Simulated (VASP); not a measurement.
# TePb (nc) (Fm-3m) in VASP: further runs

Runs on TePb (nc). Level: PBE. Tasks: single point, relaxation of cell and atoms.

Program: VASP 6.6.1. These are calculated values, not measurements. Logs are shortened: lines on timing, memory, paths and dates and some standing lists are left out, and cuts for length are marked.

**What was measured.**

From a printed reference work, monograph, for a bulk crystal of TePb at 4.2 K: band gap 0.19 eV (direct).

The runs below are set against these values where they give the same quantity.

**1. The structure**

Symmetry: Fm-3m, No. 225, cubic system. Conventional cell: a = 6.571 Å, b = 6.571 Å, c = 6.571 Å, α = 90.00°, β = 90.00°, γ = 90.00°. Around Te (site symmetry m-3m) lie 6 Pb at 3.29 Å. Pb (site symmetry m-3m) has 6 Te at 3.29 Å as nearest neighbours.

**2. Single point, PBE**

INCAR reads:

```
SYSTEM = TePb
PREC     = Accurate       ! precision mode
ENCUT    = 520            ! plane-wave cutoff, eV
EDIFF    = 1E-7           ! SCF threshold, eV
ISMEAR   = 0              ! smearing method
SIGMA    = 0.02           ! smearing width, eV
LREAL    = .False.        ! projectors in reciprocal space
LASPH    = .True.         ! aspherical terms in the spheres
NELM     = 100            ! most SCF steps
ALGO     = Normal         ! electronic algorithm
ISIF     = 2              ! what is computed and relaxed
LWAVE    = .False.        ! write WAVECAR
LCHARG   = .True.         ! write CHGCAR
GGA      = PE             ! functional
LELF     = .True.         ! ELF
LVHAR    = .True.       
NBANDS   = 17             ! bands
```

KPOINTS reads:

```
Automatic mesh
0
Gamma
  8 8 8
  0 0 0
```

POSCAR reads:

```
TePb
1.0
    0.0000000000      3.2857092586      3.2857092586
    3.2857092586      0.0000000000      3.2857092586
    3.2857092586      3.2857092586      0.0000000000
Te Pb
1 1
Direct
    0.5000000000      0.5000000000      0.5000000000
    0.0000000000      0.0000000000      0.0000000000
```

Potentials or basis: VASP PAW PBE potentials, release 64 (Te, Pb_d).

The run is started by

```bash
cat potpaw_PBE.64/Te/POTCAR potpaw_PBE.64/Pb_d/POTCAR > POTCAR
mpirun -np 1 vasp_std > vasp.out
```

OUTCAR:

```text
SYSTEM = TePb
   PREC = Accurate
   ENCUT = 520
   EDIFF = 1E-7
   ISMEAR = 0
   LREAL = .False.
   LASPH = .True.
   NELM = 100
   ISIF = 2
   GGA = PE

 ion  position               nearest neighbor table
   1  0.500  0.500  0.500-   2 3.29   2 3.29   2 3.29   2 3.29   2 3.29   2 3.29
   2  0.000  0.000  0.000-   1 3.29   1 3.29   1 3.29   1 3.29   1 3.29   1 3.29

  LATTYP: Found a face centered cubic cell.
 ALAT       =     6.5714185172

  Lattice vectors:

 A1 = (   0.0000000000,   3.2857092586,   3.2857092586)
 A2 = (   3.2857092586,   0.0000000000,   3.2857092586)
 A3 = (   3.2857092586,   3.2857092586,   0.0000000000)

Analysis of symmetry for initial positions (statically):
=====================================================================
 Subroutine PRICEL returns:
 Original cell was already a primitive cell.

 Routine SETGRP: Setting up the symmetry group for a
 face centered cubic supercell.

 Subroutine GETGRP returns: Found 48 space group operations
 (whereof 48 operations were pure point group operations)
 out of a pool of 48 trial point group operations.

The static configuration has the point symmetry O_h .

Analysis of symmetry for dynamics (positions and initial velocities):
=====================================================================
 Subroutine PRICEL returns:
 Original cell was already a primitive cell.

 Routine SETGRP: Setting up the symmetry group for a
 face centered cubic supercell.

 Subroutine GETGRP returns: Found 48 space group operations
 (whereof 48 operations were pure point group operations)
 out of a pool of 48 trial point group operations.

The dynamic configuration has the point symmetry O_h .

 Subroutine INISYM returns: Found 48 space group operations
 (whereof 48 operations are pure point group operations),
 and found     1 'primitive' translations

----------------------------------------------------------------------------------------

                                     Primitive cell

  volume of cell :      70.9443

  direct lattice vectors                    reciprocal lattice vectors
     0.000000000  3.285709259  3.285709259    -0.152174146  0.152174146  0.152174146
     3.285709259  0.000000000  3.285709259     0.152174146 -0.152174146  0.152174146
     3.285709259  3.285709259  0.000000000     0.152174146  0.152174146 -0.152174146

  length of vectors
     4.646694596  4.646694596  4.646694596     0.263573352  0.263573352  0.263573352

  position of ions in fractional coordinates (direct lattice)
     0.500000000  0.500000000  0.500000000
     0.000000000  0.000000000  0.000000000

  ion indices of the primitive-cell ions
   primitive index   ion index
                 1           1
                 2           2

----------------------------------------------------------------------------------------

 KPOINTS: Automatic mesh

Automatic generation of k-mesh.
 Grid dimensions read from file:
 generate k-points for:    8    8    8

 Generating k-lattice:

  Cartesian coordinates                     Fractional coordinates (reciprocal lattice)
    -0.019021768  0.019021768  0.019021768     0.125000000  0.000000000  0.000000000
     0.019021768 -0.019021768  0.019021768     0.000000000  0.125000000  0.000000000
     0.019021768  0.019021768 -0.019021768     0.000000000  0.000000000  0.125000000

  Length of vectors
     0.032946669  0.032946669  0.032946669

  Shift w.r.t. Gamma in fractional coordinates (k-lattice)
     0.000000000  0.000000000  0.000000000

 Subroutine IBZKPT returns following result:
 ===========================================

 Found     29 irreducible k-points:

 Following reciprocal coordinates:
            Coordinates               Weight
  0.000000  0.000000  0.000000      1.000000
  0.125000  0.000000  0.000000      8.000000
  0.250000  0.000000  0.000000      8.000000
  0.375000  0.000000  0.000000      8.000000
  0.500000  0.000000  0.000000      4.000000
  0.125000  0.125000  0.000000      6.000000
[... 16 lines left out ...]
  0.500000  0.250000  0.125000     48.000000
 -0.375000  0.250000  0.125000     24.000000
 [... further k-points ...]
   k-points           NKPTS =     29   k-points in BZ     NKDIM =     29   number of bands    NBANDS=     17
   number of dos      NEDOS =    301   number of ions     NIONS =      2
   total plane-waves  NPLWV =  46656
   dimension x,y,z NGX =    36 NGY =   36 NGZ =   36
   dimension x,y,z NGXF=    72 NGYF=   72 NGZF=   72
   ions per type =               1   1
   NGX,Y,Z   is equivalent  to a cutoff of  12.88, 12.88, 12.88 a.u.
   NGXF,Y,Z  is equivalent  to a cutoff of  25.76, 25.76, 25.76 a.u.
 SYSTEM =  TePb
   PREC   = accura    normal or accurate (medium, high low for compatibility)
   ISTART =      0    job   : 0-new  1-cont  2-samecut
   ICHARG =      2    charge: 1-file 2-atom 10-const
   ISPIN  =      1    spin polarized calculation?
   LNONCOLLINEAR =      F non collinear calculations
   LSORBIT =      F    spin-orbit coupling
   LASPH  =      T    aspherical Exc in radial PAW
   ENCUT  =  520.0 eV  38.22 Ry    6.18 a.u.   8.64  8.64  8.64*2*pi/ulx,y,z
   NELM   =    100;   NELMIN=  2; NELMDL= -5     # of ELM steps
   EDIFF  = 0.1E-06   stopping-criterion for ELM
   LREAL  =      F    real-space projection
   EDIFFG = 0.1E-05   stopping-criterion for IOM
   NSW    =      0    number of steps for IOM
   IBRION =     -1    ionic relax: 0-MD 1-quasi-New 2-CG
   NFREE  =      0    steps in history (QN), initial steepest desc. (CG)
   ISIF   =      2    stress and relaxation
   ISYM   =      2    0-nonsym 1-usesym 2-fastsym
   POTIM  = 0.5000    time-step for ionic-motion
   TEBEG  =    0.0;   TEEND  =   0.0 temperature during run
   PSTRESS=    0.0 pullay stress
   NELECT =      20.0000    total number of electrons
   NUPDOWN=      -1.0000    fix difference up-down
   EMIN   =  10.00;   EMAX   =-10.00  energy-range for DOS
   EFERMI =   0.00;   METHOD = LEGACY
   ISMEAR =     0;   SIGMA  =   0.02  broadening in eV -4-tet -1-fermi 0-gaus
   EFERMI_NEDOS =   21; number of points for ismear=-14 and -15
   IALGO  =     38    algorithm
   IMIX   =      4    mixing-type and parameters
     AMIX     =   0.40;   BMIX     =  1.00
     AMIX_MAG =   1.60;   BMIX_MAG =  1.00
  volume/ion in A,a.u.               =      35.47       239.38
  Fermi-wavevector in a.u.,A,eV,Ry     =   1.073443  2.028513 15.677723  1.152280
  Thomas-Fermi vector in A             =   2.209243
   LORBIT       =      0    0 simple, 1 ext, 2 COOP (PROOUT), +10 PAW based schemes
   GGA     = PE    functional components
   LHFCALC =     F    Hartree Fock is set to
   AEXX    =    0.0000 exact exchange contribution
   IVDW    =     0    specifies the selected vdW correction
   LEPSILON=     F    determine dielectric tensor
   LRPA    =     F    only Hartree local field effects (RPA)
 non-spin polarized calculation
 Gauss-broadening in eV      SIGMA  =   0.02
  energy-cutoff  :      520.00
  volume of cell :       70.94
 maximum number of plane-waves:      1926
   NGX = 17   NGY = 17   NGZ = 17

 number of electron      19.9999999 magnetization

 Free energy of the ion-electron system (eV)
  ---------------------------------------------------
  ext. energy  EPLUGINS =         0.00000000
  ---------------------------------------------------
  free energy    TOTEN  =        -7.52296604 eV

  energy without entropy =       -7.52296604  energy(sigma->0) =       -7.52296604

 E-fermi :   5.0780     XC(G=0):  -9.0751

 val. band max:        4.9830082833   @ k =   0.5000   0.0000   0.0000
 cond. band min:       5.8169682920   @ k =   0.5000   0.0000   0.0000
 fundamental gap:      0.8339600087
 Fermi energy:         5.0779911327

 k-point     1 :       0.0000    0.0000    0.0000
  band No.  band energies     occupation
      1     -11.6586      2.00000
      2     -11.6586      2.00000
      3     -11.6530      2.00000
      4     -11.6530      2.00000
      5     -11.6530      2.00000
      6      -6.6233      2.00000
[... 9 lines left out ...]
     16      10.8999      0.00000
     17      12.3896      0.00000

 k-point     2 :       0.1250    0.0000    0.0000
  band No.  band energies     occupation
      1     -11.6600      2.00000
      2     -11.6600      2.00000
      3     -11.6526      2.00000
      4     -11.6512      2.00000
      5     -11.6512      2.00000
      6      -6.4988      2.00000
[... 9 lines left out ...]
     16      11.1806      0.00000
     17      13.3151      0.00000

 k-point     3 :       0.2500    0.0000    0.0000
  band No.  band energies     occupation
      1     -11.6641      2.00000
      2     -11.6641      2.00000
      3     -11.6518      2.00000
      4     -11.6462      2.00000
      5     -11.6462      2.00000
      6      -6.1425      2.00000
[... 9 lines left out ...]
     16      11.9511      0.00000
     17      15.0618      0.00000

 k-point     4 :       0.3750    0.0000    0.0000
  band No.  band energies     occupation
      1     -11.6684      2.00000
      2     -11.6684      2.00000
      3     -11.6510      2.00000
      4     -11.6410      2.00000
      5     -11.6410      2.00000
      6      -5.6367      2.00000
[... 9 lines left out ...]
     16      13.1335      0.00000
     17      15.4864      0.00000
[... 343 lines left out ...]
      1     -11.6751      2.00000
      2     -11.6594      2.00000
      3     -11.6538      2.00000
      4     -11.6431      2.00000
      5     -11.6418      2.00000
      6      -5.8530      2.00000
[... 9 lines left out ...]
     16      13.5661      0.00000
     17      13.9644      0.00000

 k-point    23 :       0.5000    0.2500    0.1250
  band No.  band energies     occupation
      1     -11.6792      2.00000
      2     -11.6627      2.00000
      3     -11.6507      2.00000
      4     -11.6417      2.00000
      5     -11.6386      2.00000
      6      -5.4107      2.00000
[... 9 lines left out ...]
     16      13.8877      0.00000
     17      14.9157      0.00000

 k-point    24 :      -0.3750    0.2500    0.1250
  band No.  band energies     occupation
      1     -11.6805      2.00000
      2     -11.6645      2.00000
      3     -11.6477      2.00000
      4     -11.6433      2.00000
      5     -11.6368      2.00000
      6      -5.1541      2.00000
[... 9 lines left out ...]
     16      14.7668      0.00000
     17      15.0439      0.00000

 [... further k-points ...]
[... 5 lines left out ...]
  --------------------------------------------------------------------------------------
  -------------------------------------------------------------------------------------
  Total       -0.0309587     -0.0309587     -0.0309587     -0.0000000     -0.0000000      0.0000000
  in kB       -0.6991587     -0.6991587     -0.6991587     -0.0000000     -0.0000000      0.0000000
  external PRESSURE =      -0.6991587 kB  Pullay stress =       0.0000000 kB

 VOLUME and BASIS-vectors are now :
 -----------------------------------------------------------------------------
  energy-cutoff  :      520.00
  volume of cell :       70.94
      direct lattice vectors                 reciprocal lattice vectors
     0.000000000  3.285709259  3.285709259    -0.152174146  0.152174146  0.152174146
     3.285709259  0.000000000  3.285709259     0.152174146 -0.152174146  0.152174146
     3.285709259  3.285709259  0.000000000     0.152174146  0.152174146 -0.152174146

 POSITION                                       TOTAL-FORCE (eV/Angst)
 -----------------------------------------------------------------------------------
      3.28571      3.28571      3.28571         0.000000     -0.000000      0.000000
      0.00000      0.00000      0.00000        -0.000000      0.000000     -0.000000
 -----------------------------------------------------------------------------------
    total drift:                               -0.000000      0.000000      0.000000

  FREE ENERGIE OF THE ION-ELECTRON SYSTEM (eV)
  ---------------------------------------------------
  free  energy   TOTEN  =        -7.5229660363 eV

  energy  without entropy=       -7.5229660363  energy(sigma->0) =       -7.52296604
```

Run time: 26 s. Hardware: 1 thread of AMD EPYC 9R45 (Zen 5), shared host; peak memory 0.19 GiB.

What came out:

| Quantity | Value |
| --- | --- |
| Free energy | -7.5230 eV |
| Pressure | -0.1 GPa |
| Band gap on the k mesh | 0.83 eV, direct |

Levels at points of the mesh, in eV from the valence-band top:
| k point | band 6 | band 7 | band 8 | band 9 | band 10 | band 11 | band 12 | band 13 | band 14 | band 15 |
| --- | --- | --- | --- | --- | --- | --- | --- | --- | --- | --- |
| (0.00, 0.00, 0.00) | -11.61 | -5.71 | -1.15 | -1.15 | -1.15 | 4.02 | 4.02 | 4.02 | 5.92 | 5.92 |
| (0.50, 0.00, 0.00) | -10.30 | -8.33 | -0.73 | -0.73 | 0.00 | 0.83 | 1.40 | 1.40 | 8.34 | 9.14 |
| (0.50, 0.50, 0.00) | -10.10 | -7.21 | -4.10 | -2.51 | -2.51 | 3.51 | 5.30 | 5.30 | 6.43 | 10.00 |

Caveat: spin-orbit coupling is left out, which as a rule narrows the gap of such compounds by several tenths of an eV.

**3. Relaxation of cell and atoms, PBE**

This run uses another cell than the first one, of 33.73 Å³/atom, 0.951 times its volume.

INCAR reads:

```
SYSTEM = TePb
ALGO = Normal ; EDIFF = 1E-6
EDIFFG = -0.002 ; ENCUT = 600
GGA = PE ; IBRION = 2
ISIF = 3 ; ISMEAR = 0
LASPH = .True. ; LCHARG = .False.
LREAL = .False. ; LWAVE = .False.
NELM = 100 ; NSW = 100
PREC = Accurate ; SIGMA = 0.02
```

KPOINTS reads:

```
k-points
0
Gamma
  8 8 8
  0 0 0
```

POSCAR reads:

```
TePb
1.0
    0.0000000000      3.2310000000      3.2310000000
    3.2310000000      0.0000000000      3.2310000000
    3.2310000000      3.2310000000      0.0000000000
Te Pb
1 1
Direct
    0.5000000000      0.5000000000      0.5000000000
    0.0000000000      0.0000000000      0.0000000000
```

Potentials or basis: VASP PAW PBE potentials, release 64 (Te, Pb_d).

The run is started by

```bash
cat potpaw_PBE.64/Te/POTCAR potpaw_PBE.64/Pb_d/POTCAR > POTCAR
mpirun -np 1 vasp_std > vasp.out
```

Run time: 50 s. Hardware: 1 thread of AMD EPYC 9R45 (Zen 5), shared host; peak memory 0.22 GiB.

It converged, with:

- Free energy: -7.5227 eV
- Relaxed volume: 35.42 Å³/atom
- Relaxed cell: a = 4.644 Å, b = 4.644 Å, c = 4.644 Å, α = 60.00°, β = 60.00°, γ = 60.00°
- Space group after relaxing (to 0.05 Å): Fm-3m (No. 225)
- Energy gained by relaxing: 10.7 meV/atom
- Ionic steps: 3
- Pressure after relaxing: 0.0 GPa
- Band gap on the k mesh: 0.83 eV, direct

Step by step:
| step | energy change (eV) | largest force (eV/Å) | pressure (GPa) | volume (Å³) |
| --- | --- | --- | --- | --- |
| 1 | 0.0000 | 0.0000 | 2.10 | 67.46 |
| 2 | -0.0196 | 0.0000 | -0.55 | 71.87 |
| 3 | -0.0214 | 0.0000 | 0.00 | 70.84 |

Final structure:
```
Te Pb
1.0
     0.00000    3.28409    3.28409
     3.28409    0.00000    3.28409
     3.28409    3.28409    0.00000
Te Pb
1 1
Direct
  0.50000 0.50000 0.50000
  0.00000 0.00000 0.00000
```

Levels at points of the mesh, in eV from the valence-band top:
| k point | band 8 | band 9 | band 10 | band 11 | band 12 | band 13 |
| --- | --- | --- | --- | --- | --- | --- |
| (0.00, 0.00, 0.00) | -1.16 | -1.16 | -1.16 | 4.03 | 4.03 | 4.03 |
| (0.50, 0.00, 0.00) | -0.73 | -0.73 | 0.00 | 0.83 | 1.39 | 1.39 |
| (0.50, 0.50, 0.00) | -4.11 | -2.52 | -2.52 | 3.51 | 5.31 | 5.31 |

Caveat: spin-orbit coupling is left out, which as a rule narrows the gap of such compounds by several tenths of an eV. A k mesh can miss the band edges.

**4. Comparison with measurements**

Step 2. Against the measured gap of TePb, 0.19 eV (direct; 4.2 K; a printed reference work, monograph), the calculated 0.83 eV is off by +0.64 eV. Spin-orbit coupling on Pb, Te is left out. The value is that of PBE on a finite k mesh, which can miss the band edges, without temperature or zero-point motion.
